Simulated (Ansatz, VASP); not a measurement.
**ZnO (k07) in VASP and in Ansatz**

```
CELL_PARAMETERS angstrom
3.24931 0.00000 0.00000
-1.62465 2.81398 0.00000
0.00000 0.00000 5.20571
ATOMIC_POSITIONS crystal
Zn 0.33333 0.66667 0.50000
Zn 0.66667 0.33333 0.00000
O 0.66667 0.33333 0.37901
O 0.33333 0.66667 0.87901
```

Alike in both runs: task relaxation of cell and atoms; functional PBE; k mesh 15 × 15 × 8; occupations gaussian, width 0.02 eV; no spin polarisation.

```csv
,VASP,Ansatz
version,VASP 6.6.1,Ansatz 0.2.0
potentials or method,"VASP PAW PBE potentials, release 64 (Zn, O)","scalar-relativistic, plane waves, PAW"
plane-wave cutoff (eV),600,420
valence electrons in the cell,36,36
```

Ansatz gave:

| Quantity | Value |
| --- | --- |
| gap on the k mesh at the Fermi level, each at its own relaxed structure (eV) | 0.74 |
| relaxed volume (Å³/atom) | 12.33 |
| relaxed cell length with the largest relative difference (Å) | 3.279 |
| energy change over the relaxation (meV/atom) | -7 |

**Question.** Estimate VASP's values.

**Answer.** gap on the k mesh at the Fermi level, each at its own relaxed structure (eV): 0.72; relaxed volume (Å³/atom): 12.40; relaxed cell length with the largest relative difference (Å): 3.286; energy change over the relaxation (meV/atom): -9.

Caveats: an odd mesh through Γ misses points on the zone boundary, where band edges often lie. PBE usually gives volumes a little too large and moduli too small.
